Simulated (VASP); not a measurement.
# Mg: convergence, density of states

Mg, Im-3m (no. 229), 1 atom in the cell. PBE; PAW potentials Mg (PBE set). VASP 6.6.1.

Wanted: density of states by 0.5 eV bins within 8 %; centre of the states within 12 eV below the valence top within 0.03 eV; states at the Fermi level within 8 %.

What the run is for: density of states; Accuracy asked: standard; k mesh of the density: 12 × 12 × 12.

POSCAR:
```
Mg
1.0
   -1.7727644967      1.7727644967      1.7727644967
    1.7727644967     -1.7727644967      1.7727644967
    1.7727644967      1.7727644967     -1.7727644967
Mg
1
Direct
    0.0000000000      0.0000000000      0.0000000000
```

The series start from Plane-wave cutoff (eV): 230; k-point mesh: 14 × 14 × 14; Energy points (NEDOS): 2001; Occupations for the DOS: ISMEAR=-5; Electronic threshold (eV): 1e-6; Precision mode (PREC): Accurate. Each series keeps the choices made before it, and each single choice may use up half of a tolerance. Times cover all steps of a run.

## Plane-wave cutoff (eV)

| Plane-wave cutoff (eV) | Density of states by 0.5 eV bins, largest deviation against the largest value | Centre of the states within 12 eV below the valence top (eV) | States at the Fermi level (states/eV/atom) | Time (s) |
|---|---|---|---|---|
| 160 | 0.19 % | -2.881 | 0.3622 | 13 |
| 200 | 0.086 % | -2.878 | 0.3628 | 12 |
| 230 | 0.052 % | -2.878 | 0.3629 | 12 |
| 260 | 0.034 % | -2.877 | 0.363 | 12 |
| 320 | 0 % | -2.877 | 0.3631 | 17 |
| 400 | 0 % | -2.877 | 0.363 | 25 |
| 450 (reference) | 0 % | -2.877 | 0.3631 | 29 |

Chosen: 160, the loosest value from which every tighter one stays within half of the tolerance.

## k-point mesh

| k-point mesh | Density of states by 0.5 eV bins, largest deviation against the largest value | Centre of the states within 12 eV below the valence top (eV) | States at the Fermi level (states/eV/atom) | Time (s) |
|---|---|---|---|---|
| 6 × 6 × 6 | 36 % | -3.026 | 0.3889 | 6.0 |
| 8 × 8 × 8 | 26 % | -2.969 | 0.3254 | 6.0 |
| 9 × 9 × 9 | 18 % | -2.937 | 0.3242 | 6.4 |
| 12 × 12 × 12 | 9 % | -2.885 | 0.3399 | 11 |
| 14 × 14 × 14 | 9.2 % | -2.881 | 0.3622 | 13 |
| 17 × 17 × 17 | 4.7 % | -2.855 | 0.3778 | 13 |
| 21 × 21 × 21 | 2.5 % | -2.841 | 0.3926 | 18 |
| 26 × 26 × 26 | 1.2 % | -2.836 | 0.4027 | 36 |
| 32 × 32 × 32 (reference) | 0 % | -2.828 | 0.4116 | 78 |

Chosen: 26 × 26 × 26.

## Energy points (NEDOS)

| Energy points (NEDOS) | Density of states by 0.5 eV bins, largest deviation against the largest value | Centre of the states within 12 eV below the valence top (eV) | States at the Fermi level (states/eV/atom) | Time (s) |
|---|---|---|---|---|
| 301 | 0.41 % | -2.839 | 0.4024 | 44 |
| 501 | 0.34 % | -2.857 | 0.4027 | 48 |
| 1001 | 0.14 % | -2.843 | 0.4031 | 43 |
| 2001 | 0.053 % | -2.836 | 0.4027 | 36 |
| 4001 (reference) | 0 % | -2.832 | 0.4027 | 34 |

Chosen: 1001.

## Occupations for the DOS

| Occupations for the DOS | Density of states by 0.5 eV bins, largest deviation against the largest value | Centre of the states within 12 eV below the valence top (eV) | States at the Fermi level (states/eV/atom) | Time (s) |
|---|---|---|---|---|
| ISMEAR=-5 | 0 % | -2.843 | 0.4031 | 43 |
| ISMEAR=-4 | 0 % | -2.843 | 0.4031 | 36 |
| ISMEAR=0 SIGMA=0.05 | 4.9 % | -2.836 | 0.4121 | 16 |
| ISMEAR=0 SIGMA=0.1 | 3.7 % | -2.833 | 0.4008 | 18 |
| ISMEAR=-15 SIGMA=0.025 | 0.018 % | -2.843 | 0.4031 | 44 |
| ISMEAR=1 SIGMA=0.1 | 5 % | -2.838 | 0.4007 | 19 |

Chosen: ISMEAR=0 SIGMA=0.1, the fastest of those that stay within half of the tolerance.

## Electronic threshold (eV)

| Electronic threshold (eV) | Density of states by 0.5 eV bins, largest deviation against the largest value | Centre of the states within 12 eV below the valence top (eV) | States at the Fermi level (states/eV/atom) | Time (s) |
|---|---|---|---|---|
| 0.001 | 0.018 % | -2.832 | 0.4009 | 16 |
| 0.0001 | 0.018 % | -2.832 | 0.4009 | 16 |
| 1e-5 | 0.018 % | -2.832 | 0.4009 | 17 |
| 1e-6 (reference) | 0 % | -2.833 | 0.4008 | 18 |

Chosen: 0.001.

## Precision mode (PREC)

| Precision mode (PREC) | Density of states by 0.5 eV bins, largest deviation against the largest value | Centre of the states within 12 eV below the valence top (eV) | States at the Fermi level (states/eV/atom) | Time (s) |
|---|---|---|---|---|
| Normal | 0.018 % | -2.832 | 0.4008 | 11 |
| Accurate (reference) | 0 % | -2.832 | 0.4009 | 16 |

Chosen: Normal.

## All choices together

| Input | Density of states by 0.5 eV bins, largest deviation against the largest value | Centre of the states within 12 eV below the valence top (eV) | States at the Fermi level (states/eV/atom) | Time (s) |
|---|---|---|---|---|
| defaults for smearing, thresholds and mesh (naive) | 122 % | -3.007 | 0.3376 | 5.5 |
| chosen settings | 3 % | -2.832 | 0.4008 | 11 |
| reference settings throughout | 0 % | -2.825 | 0.4124 | 137 |

The tolerance is met.

## The input

INCAR.step1:
```
GGA      = PE             # functional
ISMEAR   = 1              # smearing method
SIGMA    = 0.1            # smearing width, eV
LWAVE    = False          # write WAVECAR
LCHARG   = True           # write CHGCAR
NBANDS   = 15             # bands
PREC     = Normal         # precision mode
LASPH    = True           # aspherical terms in the spheres
LREAL    = False          # projectors in reciprocal space
ALGO     = Normal         # electronic algorithm
EDIFF    = 0.001          # SCF threshold, eV
NELM     = 120            # most SCF steps
GGA_COMPAT= False        
ENCUT    = 160            # plane-wave cutoff, eV
```

INCAR.step2, as INCAR.step1 but for:
```
- ISMEAR = 1
- LCHARG = True
+ ISMEAR = 0
+ LCHARG = False
+ NEDOS = 1001
+ LORBIT = 11
+ EMIN = -14.2422
+ EMAX = 10.7578
+ ICHARG = 11
```

KPOINTS.step1:
```
k-points
0
Gamma
  12 12 12
```

KPOINTS.step2:
```
Automatic mesh
0
Gamma
  26 26 26
  0 0 0
```

Commands (each step's output is kept before the next begins):
```
cat potpaw_PBE.64/Mg/POTCAR > POTCAR
cp INCAR.step1 INCAR
cp KPOINTS.step1 KPOINTS
mpirun -np 1 vasp_std > vasp.out
cp INCAR.step2 INCAR
cp KPOINTS.step2 KPOINTS
mpirun -np 1 vasp_std > vasp.out
```

The chosen input took VASP 6.6.1 11 s on 1 core (Intel Xeon Platinum 8259CL @ 2.50GHz (Skylake/Cascade Lake)), a shared host.

## An input that fails: tetrahedra on too few k points

VASP's message: IBZKPT: tetrahedron method fails for NKPT<4. NKPT = 1.

k mesh: 14 × 14 × 14 becomes 1 × 1 × 1.

Changes against the starting input:
```
(step 2)
- NELM = 120
+ NELM = 74
```
